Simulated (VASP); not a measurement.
**LiF in VASP: one cell, several levels of theory**

LiF (rocksalt), under -3.1 % biaxial strain in the (111) plane, free along [111] is computed at one geometry. Runs: PBE, r2SCAN.

The runs shown are made with VASP 6.6.1. PAW datasets, plane waves. The values are computed, spin-unpolarised, and not measurements.

### 1 The structure to begin with

The cell comes from an earlier relaxation with r2SCAN in another program, then strained, with the atoms relaxed again.

The symmetry is R-3m (No. 166, trigonal); conventional cell a = 2.733 Å, c = 6.996 Å, 7.54 Å³ an atom. Li has 6 F at 1.96 Å; F has 6 Li at 1.96 Å.

Structure file:

```cif
data_structure
_symmetry_space_group_name_H-M 'R-3m:H'
_symmetry_Int_Tables_number 166
_cell_length_a 2.7334
_cell_length_b 2.7334
_cell_length_c 6.9956
_cell_angle_alpha 90.000
_cell_angle_beta 90.000
_cell_angle_gamma 120.000
_cell_volume 45.27
loop_
_atom_site_label
_atom_site_type_symbol
_atom_site_symmetry_multiplicity
_atom_site_Wyckoff_symbol
_atom_site_fract_x
_atom_site_fract_y
_atom_site_fract_z
_atom_site_occupancy
Li1 Li 3 a 0.00000 0.00000 0.00000 1
F1 F 3 b 0.66667 0.33333 0.83333 1
```

### 2 PBE at this geometry

Contents of INCAR:

```
ENCUT = 520.000000
SIGMA = 0.020000
EDIFF = 1.00e-07
GGA = PE
PREC = Accurate
IBRION = -1
ISIF = 2
ISMEAR = -1
NBANDS = 12
NELM = 120
NSW = 0
LASPH = .TRUE.
LCHARG = .FALSE.
LWAVE = .FALSE.
LREAL = .FALSE.
```

Contents of KPOINTS:

```
KPOINTS created by Atomic Simulation Environment
0
Gamma
10 10 10
0 0 0
```

Contents of KPOINTS_OPT:

```
special points
7
Reciprocal
0.0000000000 0.0000000000 0.0000000000 1
0.5000000000 0.0000000000 0.5000000000 1
0.6250000000 0.2500000000 0.6250000000 1
0.3750000000 0.3750000000 0.7500000000 1
0.5000000000 0.5000000000 0.5000000000 1
0.5000000000 0.2500000000 0.7500000000 1
0.0364580000 0.0364580000 0.0677080000 1
```

Contents of POSCAR:

```
Li F
 1.0000000000000000
     0.0577522106000000    1.9905834401000000    1.9905834401000000
     1.9905834401000000    0.0577522106000000    1.9905834401000000
     1.9905834401000000    1.9905834401000000    0.0577522106000000
 Li  F
   1   1
Cartesian
  0.0000000000000000  0.0000000000000000  0.0000000000000000
  2.0194595454000002  2.0194595454000002  2.0194595454000002
```

The run uses the recommended PBE PAW datasets (10 valence electrons a neutral cell).

The run is started by

```bash
mpirun -np 1 vasp_std
```

Printed to the terminal (iteration lines stand in OSZICAR):

```text
POSCAR found type information on POSCAR LiF
 POSCAR found :  2 types and       2 ions
 LDA part: xc-table for (Slater+PW92), standard interpolation
 POSCAR, INCAR and KPOINTS ok, starting setup
 FFT: planning ... GRIDC
 FFT: planning ... GRID_SOFT
 FFT: planning ... GRID
 WAVECAR not read
 entering main loop
 Start KPOINTS_OPT (optional k-point list driver)
k-point batch [1-7\7]
```

OSZICAR:

```text
N       E                     dE             d eps       ncg     rms          rms(c)
DAV:   1     0.309432113508E+02    0.30943E+02   -0.54828E+03  2928   0.855E+02
DAV:   2    -0.910230912011E+01   -0.40046E+02   -0.39246E+02  3324   0.190E+02
DAV:   3    -0.100890078078E+02   -0.98670E+00   -0.98450E+00  3640   0.260E+01
DAV:   4    -0.100992465621E+02   -0.10239E-01   -0.10238E-01  3204   0.273E+00
DAV:   5    -0.100993457782E+02   -0.99216E-04   -0.99216E-04  3604   0.209E-01    0.455E+00
DAV:   6    -0.957492705936E+01    0.52442E+00   -0.23782E+00  3200   0.981E+00    0.133E+00
DAV:   7    -0.957926253703E+01   -0.43355E-02   -0.23731E-02  3624   0.130E+00    0.848E-01
DAV:   8    -0.958568620047E+01   -0.64237E-02   -0.13985E-02  3468   0.123E+00    0.110E-01
DAV:   9    -0.958567693793E+01    0.92625E-05   -0.95964E-04  3216   0.279E-01    0.416E-02
DAV:  10    -0.958575347740E+01   -0.76539E-04   -0.11520E-04  3224   0.860E-02    0.153E-02
DAV:  11    -0.958575231477E+01    0.11626E-05   -0.60222E-06  3564   0.230E-02    0.295E-03
DAV:  12    -0.958575241914E+01   -0.10437E-06   -0.43866E-07  3316   0.577E-03    0.908E-04
DAV:  13    -0.958575241198E+01    0.71603E-08   -0.72299E-08  2344   0.250E-03
   1 F= -.95857524E+01 E0= -.95857524E+01  d E =-.270001E-12
       N       E                     dE             ncg
DAV:   1     0.822706286502E+03   -0.30862E+04      168
DAV:   2     0.533546563234E+03   -0.28916E+03      204
DAV:   3     0.526503639538E+03   -0.70429E+01      236
DAV:   4     0.526477733781E+03   -0.25906E-01      200
DAV:   5     0.526477520951E+03   -0.21283E-03      232
DAV:   6     0.526477517421E+03   -0.35303E-05      196
DAV:   7     0.526477517338E+03   -0.82946E-07      228
```

The lines after F= are the extra pass for the points of KPOINTS_OPT, at fixed density; their E is not a total energy.

Parts of OUTCAR:

```text
k-points           NKPTS =    116   k-points in BZ     NKDIM =    116   number of bands    NBANDS=     12

   NELECT =      10.0000    total number of electrons

   dimension x,y,z NGX =    24 NGY =   24 NGZ =   24
   dimension x,y,z NGXF=    48 NGYF=   48 NGZF=   48

  energy-cutoff  :      520.00
  volume of cell :       15.09
      direct lattice vectors                 reciprocal lattice vectors
     0.057752211  1.990583440  1.990583440    -0.262386832  0.254988914  0.254988914
     1.990583440  0.057752211  1.990583440     0.254988914 -0.262386832  0.254988914
     1.990583440  1.990583440  0.057752211     0.254988914  0.254988914 -0.262386832

 k-points in reciprocal lattice and weights: KPOINTS created by Atomic Simulation Env
   0.00000000  0.00000000  0.00000000       0.001
   0.10000000 -0.00000000 -0.00000000       0.006
   0.20000000 -0.00000000 -0.00000000       0.006
   0.30000000  0.00000000 -0.00000000       0.006
   0.40000000  0.00000000 -0.00000000       0.006
   0.50000000  0.00000000  0.00000000       0.003
   0.10000000  0.10000000 -0.00000000       0.006
   0.20000000  0.10000000 -0.00000000       0.012
[... 108 more k-points ...]

 E-fermi :   0.0743

 k-point     1 :       0.0000    0.0000    0.0000
  band No.  band energies     occupation
      1     -41.2788      2.00000
      2     -20.7099      2.00000
      3      -0.6855      2.00000
      4      -0.4109      2.00000
      5      -0.4109      2.00000
      6       9.3205      0.00000
      7      23.6326      0.00000
      8      24.0606      0.00000
      9      24.7189      0.00000
     10      24.7189      0.00000
     11      25.1402      0.00000
     12      25.1402      0.00000

 k-point     2 :       0.1000   -0.0000   -0.0000
  band No.  band energies     occupation
      1     -41.2707      2.00000
      2     -20.6634      2.00000
      3      -0.7994      2.00000
      4      -0.6386      2.00000
      5      -0.4431      2.00000
      6       9.6063      0.00000
      7      21.6934      0.00000
      8      22.7111      0.00000
      9      23.3179      0.00000
     10      25.0178      0.00000
     11      25.9776      0.00000
     12      26.2759      0.00000

 k-point     3 :       0.2000   -0.0000   -0.0000
  band No.  band energies     occupation
      1     -41.2493      2.00000
      2     -20.5374      2.00000
      3      -1.5284      2.00000
      4      -0.7346      2.00000
      5      -0.5254      2.00000
      6      10.2169      0.00000
      7      19.1619      0.00000
      8      21.1348      0.00000
      9      21.6559      0.00000
     10      26.3027      0.00000
     11      27.0327      0.00000
     12      27.7520      0.00000

 k-point     4 :       0.3000    0.0000   -0.0000
  band No.  band energies     occupation
      1     -41.2229      2.00000
      2     -20.3743      2.00000
      3      -2.3830      2.00000
      4      -0.8032      2.00000
      5      -0.6237      2.00000
      6      10.6404      0.00000
      7      17.7456      0.00000
      8      19.7873      0.00000
      9      20.2884      0.00000
     10      28.0143      0.00000
     11      28.5868      0.00000
     12      29.6136      0.00000

 k-point     5 :       0.4000    0.0000   -0.0000
  band No.  band energies     occupation
      1     -41.2016      2.00000
      2     -20.2355      2.00000
      3      -3.0259      2.00000
      4      -0.8543      2.00000
      5      -0.7006      2.00000
      6      10.6685      0.00000
      7      17.3667      0.00000
      8      18.9022      0.00000
      9      19.4136      0.00000
     10      29.9213      0.00000
     11      30.3324      0.00000
     12      31.5455      0.00000

 k-point     6 :       0.5000    0.0000    0.0000
  band No.  band energies     occupation
      1     -41.1934      2.00000
      2     -20.1803      2.00000
      3      -3.2627      2.00000
      4      -0.8732      2.00000
      5      -0.7294      2.00000
      6      10.6065      0.00000
      7      17.3721      0.00000
      8      18.5934      0.00000
      9      19.1143      0.00000
     10      31.2070      0.00000
     11      31.2532      0.00000
     12      32.5153      0.00000

[... the tables of k-points 7 to 116 left out ...]

  Total        0.8303237      0.8303237      0.8303237     -0.2030762     -0.2030762     -0.2030762
  in kB       88.1667825     88.1667825     88.1667825    -21.5633723    -21.5633723    -21.5633723
  external PRESSURE =      88.1667825 kB  Pullay stress =       0.0000000 kB

 POSITION                                       TOTAL-FORCE (eV/Angst)
 -----------------------------------------------------------------------------------
      0.00000      0.00000      0.00000        -0.000000     -0.000000      0.000000
      2.01946      2.01946      2.01946         0.000000      0.000000     -0.000000
 -----------------------------------------------------------------------------------
    total drift:                               -0.000000     -0.000000      0.000000

  FREE ENERGIE OF THE ION-ELECTRON SYSTEM (eV)
  ---------------------------------------------------
  free  energy   TOTEN  =        -9.5857524120 eV

  energy  without entropy=       -9.5857524120  energy(sigma->0) =       -9.58575241
```

It took 7.5 s on 1 MPI rank of Intel Xeon 6975P-C, shared host; peak memory 0.14 GiB.

The levels at the points of KPOINTS_OPT are read from vasprun.xml.

Near the gap, in eV above the top of the last filled band v; c is the band after it:

```
point    v−1      v      c    c+1
    Γ   0.00   0.00   9.73  24.04
    X  -1.35  -1.07  15.45  16.72
    U  -1.88  -0.80  14.95  15.60
    K  -1.88  -0.80  14.95  15.60
    L  -0.21  -0.21  11.32  17.11
    W  -2.39  -0.97  15.39  15.80
```

The PBE gap is 9.73 eV, direct at Γ. The pressure is 8.82 GPa; the forces vanish within 0.01 eV/Å.

### 3 r2SCAN at this geometry

Contents of INCAR:

```
ENCUT = 520.000000
SIGMA = 0.010000
EDIFF = 1.00e-07
ALGO = Normal
METAGGA = R2SCAN
PREC = Accurate
IBRION = -1
ISIF = 2
ISMEAR = 0
NBANDS = 12
NELM = 120
NSW = 0
LASPH = .TRUE.
LCHARG = .TRUE.
LELF = .TRUE.
LWAVE = .FALSE.
LREAL = .FALSE.
```

KPOINTS is that of step 2.

KPOINTS_OPT is that of step 2.

POSCAR is that of step 2.

The run is started by

```bash
mpirun -np 1 vasp_std
```

Standard output, without the iteration lines:

```text
POSCAR found type information on POSCAR LiF
 POSCAR found :  2 types and       2 ions
 -----------------------------------------------------------------------------
|                                                                             |
|                                                                             |
|     You enforced a specific xc type in the INCAR file but a different       |
|     I HOPE YOU KNOW WHAT YOU ARE DOING!                                     |
|                                                                             |
 -----------------------------------------------------------------------------

 LDA part: xc-table for (None), standard interpolation
 POSCAR, INCAR and KPOINTS ok, starting setup
 FFT: planning ... GRIDC
 FFT: planning ... GRID_SOFT
 FFT: planning ... GRID
 WAVECAR not read
 entering main loop
 Start KPOINTS_OPT (optional k-point list driver)
k-point batch [1-7\7]
```

OSZICAR:

```text
N       E                     dE             d eps       ncg     rms          rms(c)
DAV:   1     0.278220960547E+02    0.27822E+02   -0.56017E+03  2920   0.874E+02
DAV:   2    -0.139030605220E+02   -0.41725E+02   -0.40884E+02  3296   0.198E+02
DAV:   3    -0.149436190773E+02   -0.10406E+01   -0.10381E+01  3788   0.273E+01
DAV:   4    -0.149541236674E+02   -0.10505E-01   -0.10504E-01  3224   0.279E+00
DAV:   5    -0.149542317900E+02   -0.10812E-03   -0.10812E-03  3756   0.224E-01    0.389E+00
DAV:   6    -0.118893835452E+02    0.30648E+01   -0.66126E-01  2864   0.624E+00    0.153E+00
DAV:   7    -0.118856101745E+02    0.37734E-02   -0.49746E-01  3344   0.509E+00    0.120E+00
DAV:   8    -0.120257239019E+02   -0.14011E+00   -0.10753E+00  3036   0.715E+00    0.266E+00
DAV:   9    -0.118846528667E+02    0.14107E+00   -0.71752E-01  2964   0.558E+00    0.106E-01
DAV:  10    -0.118838897517E+02    0.76312E-03   -0.63440E-03  3272   0.820E-01    0.124E-01
DAV:  11    -0.118838145536E+02    0.75198E-04   -0.17568E-04  3232   0.120E-01    0.690E-02
DAV:  12    -0.118837173676E+02    0.97186E-04   -0.54147E-04  3128   0.160E-01    0.576E-03
DAV:  13    -0.118837163702E+02    0.99741E-06   -0.57667E-06  3780   0.215E-02    0.122E-03
DAV:  14    -0.118837161318E+02    0.23840E-06   -0.10787E-07  3460   0.305E-03    0.555E-04
DAV:  15    -0.118837160638E+02    0.67967E-07   -0.35069E-08  1704   0.136E-03
   1 F= -.11883716E+02 E0= -.11883716E+02  d E =-.476059E-41
       N       E                     dE             ncg
DAV:   1     0.763735089696E+03   -0.31452E+04      168
DAV:   2     0.458470954485E+03   -0.30526E+03      200
DAV:   3     0.450486547856E+03   -0.79844E+01      232
DAV:   4     0.450414450524E+03   -0.72097E-01      180
DAV:   5     0.450412733535E+03   -0.17170E-02      256
DAV:   6     0.450412683102E+03   -0.50433E-04      184
DAV:   7     0.450412681342E+03   -0.17605E-05      256
DAV:   8     0.450412681285E+03   -0.56973E-07      172
```

From OUTCAR:

```text
k-points           NKPTS =    116   k-points in BZ     NKDIM =    116   number of bands    NBANDS=     12

   NELECT =      10.0000    total number of electrons

   dimension x,y,z NGX =    24 NGY =   24 NGZ =   24
   dimension x,y,z NGXF=    48 NGYF=   48 NGZF=   48

  energy-cutoff  :      520.00
  volume of cell :       15.09
      direct lattice vectors                 reciprocal lattice vectors
     0.057752211  1.990583440  1.990583440    -0.262386832  0.254988914  0.254988914
     1.990583440  0.057752211  1.990583440     0.254988914 -0.262386832  0.254988914
     1.990583440  1.990583440  0.057752211     0.254988914  0.254988914 -0.262386832

 k-points in reciprocal lattice and weights: KPOINTS created by Atomic Simulation Env
   0.00000000  0.00000000  0.00000000       0.001
   0.10000000 -0.00000000 -0.00000000       0.006
   0.20000000 -0.00000000 -0.00000000       0.006
   0.30000000  0.00000000 -0.00000000       0.006
   0.40000000  0.00000000 -0.00000000       0.006
   0.50000000  0.00000000  0.00000000       0.003
   0.10000000  0.10000000 -0.00000000       0.006
   0.20000000  0.10000000 -0.00000000       0.012
[... 108 more k-points ...]

 E-fermi :  -0.9429

 k-point     1 :       0.0000    0.0000    0.0000
  band No.  band energies     occupation
      1     -43.0667      2.00000
      2     -22.4529      2.00000
      3      -1.3119      2.00000
      4      -1.0344      2.00000
      5      -1.0344      2.00000
      6       9.9357      0.00000
      7      24.1696      0.00000
      8      25.5479      0.00000
      9      25.6952      0.00000
     10      25.6952      0.00000
     11      26.3171      0.00000
     12      26.3171      0.00000

 k-point     2 :       0.1000   -0.0000   -0.0000
  band No.  band energies     occupation
      1     -43.0587      2.00000
      2     -22.4083      2.00000
      3      -1.4188      2.00000
      4      -1.2624      2.00000
      5      -1.0681      2.00000
      6      10.2099      0.00000
      7      22.4463      0.00000
      8      23.7207      0.00000
      9      24.4489      0.00000
     10      25.9516      0.00000
     11      27.1671      0.00000
     12      27.2581      0.00000

 k-point     3 :       0.2000   -0.0000   -0.0000
  band No.  band energies     occupation
      1     -43.0378      2.00000
      2     -22.2880      2.00000
      3      -2.1320      2.00000
      4      -1.3660      2.00000
      5      -1.1546      2.00000
      6      10.7923      0.00000
      7      19.8637      0.00000
      8      22.1678      0.00000
      9      22.7362      0.00000
     10      27.1155      0.00000
     11      28.3024      0.00000
     12      28.5430      0.00000

 k-point     4 :       0.3000    0.0000   -0.0000
  band No.  band energies     occupation
      1     -43.0120      2.00000
      2     -22.1328      2.00000
      3      -2.9812      2.00000
      4      -1.4396      2.00000
      5      -1.2580      2.00000
      6      11.1680      0.00000
      7      18.4766      0.00000
      8      20.7714      0.00000
      9      21.3036      0.00000
     10      28.8921      0.00000
     11      29.8265      0.00000
     12      30.4193      0.00000

 k-point     5 :       0.4000    0.0000   -0.0000
  band No.  band energies     occupation
      1     -42.9912      2.00000
      2     -22.0012      2.00000
      3      -3.6233      2.00000
      4      -1.4948      2.00000
      5      -1.3391      2.00000
      6      11.1469      0.00000
      7      18.1648      0.00000
      8      19.8471      0.00000
      9      20.3856      0.00000
     10      30.9244      0.00000
     11      31.5258      0.00000
     12      32.4234      0.00000

 k-point     6 :       0.5000    0.0000    0.0000
  band No.  band energies     occupation
      1     -42.9831      2.00000
      2     -21.9490      2.00000
      3      -3.8601      2.00000
      4      -1.5152      2.00000
      5      -1.3695      2.00000
      6      11.0670      0.00000
      7      18.2026      0.00000
      8      19.5262      0.00000
      9      20.0729      0.00000
     10      32.1154      0.00000
     11      32.6050      0.00000
     12      33.4487      0.00000

[... the tables of k-points 7 to 116 left out ...]

  Total        0.3566592      0.3566592      0.3566592     -0.2114572     -0.2114572     -0.2114572
  in kB       37.8713648     37.8713648     37.8713648    -22.4532892    -22.4532892    -22.4532892
  external PRESSURE =      37.8713648 kB  Pullay stress =       0.0000000 kB

 POSITION                                       TOTAL-FORCE (eV/Angst)
 -----------------------------------------------------------------------------------
      0.00000      0.00000      0.00000         0.000000     -0.000000     -0.000000
      2.01946      2.01946      2.01946        -0.000000      0.000000      0.000000
 -----------------------------------------------------------------------------------
    total drift:                               -0.000000     -0.000000      0.000000

  FREE ENERGIE OF THE ION-ELECTRON SYSTEM (eV)
  ---------------------------------------------------
  free  energy   TOTEN  =       -11.8837160638 eV

  energy  without entropy=      -11.8837160638  energy(sigma->0) =      -11.88371606
```

Run time: 32 s. Hardware: 1 MPI rank of Intel Xeon 6975P-C, shared host; peak memory 0.16 GiB.

The levels at the points of KPOINTS_OPT are read from vasprun.xml.

Near the gap, in eV above the top of the last filled band v; c is the band after it:

```
point    v−1      v      c    c+1
    Γ   0.00   0.00  10.97  25.20
    X  -1.37  -1.08  16.75  17.73
    U  -1.88  -0.81  16.14  16.87
    K  -1.88  -0.81  16.14  16.87
    L  -0.22  -0.22  12.43  18.55
    W  -2.39  -0.97  16.61  17.04
```

The r2SCAN gap is 10.97 eV, direct at Γ. The pressure is 3.79 GPa; the forces vanish within 0.01 eV/Å.

The maps below are laid out on this run's own conventional cell (a, b, c = 2.733, 2.733, 6.996 Å).

Density in a lattice plane of the grid's cell (edges 2.73 and 7.00 Å, at 0.000 of the third edge), which holds Li and F.

Ten even steps from ' ' (0.04 e/Å³) to '@' (14.02 e/Å³):
```
::..              ..
                    
                    
                    
                    
                    
                    
                    
++--..          ..--
@@**::          ::**
++--..          ..--
                    
                    
                    
                    
                    
                    
                    
::..              ..
##--              --
```
Columns run along the first of these edges and rows up along the second, over one cell in 10 and 20 even steps from the bottom left corner. Atoms in the plane (fractional): Li at (0.00, 0.00), F at (0.00, 0.50).

ELF in the same plane.

Ten even steps from '0' (0.00) to '9' (1.00):
```
9500121005
0003565300
0015676510
0014676410
0002343200
0000000000
4310000013
7763000367
7786202687
4687202786
7786202687
7763000367
4310000013
0000000000
0002343200
0014676410
0015676510
0003565300
9500121005
9920000029
```
Columns run along the first of these edges and rows up along the second, over one cell in 10 and 20 even steps from the bottom left corner. Atoms in the plane (fractional): Li at (0.00, 0.00), F at (0.00, 0.50).

Both are smooth fields of the valence electrons: close to the nuclei they are not physical.

The highest ELF values outside the cores: 0.83 in the shell around F, 0.6 Å from F.

### 4 Results

| level | gap (eV) | pressure (GPa) |
| --- | --- | --- |
| PBE | 9.73 | 8.82 |
| r2SCAN | 10.97 | 3.79 |

The gap spans 9.73 eV (PBE) to 10.97 eV (r2SCAN). The pressure is highest with PBE (8.8 GPa) and lowest with r2SCAN (3.8 GPa), which orders the cells that they would relax to.
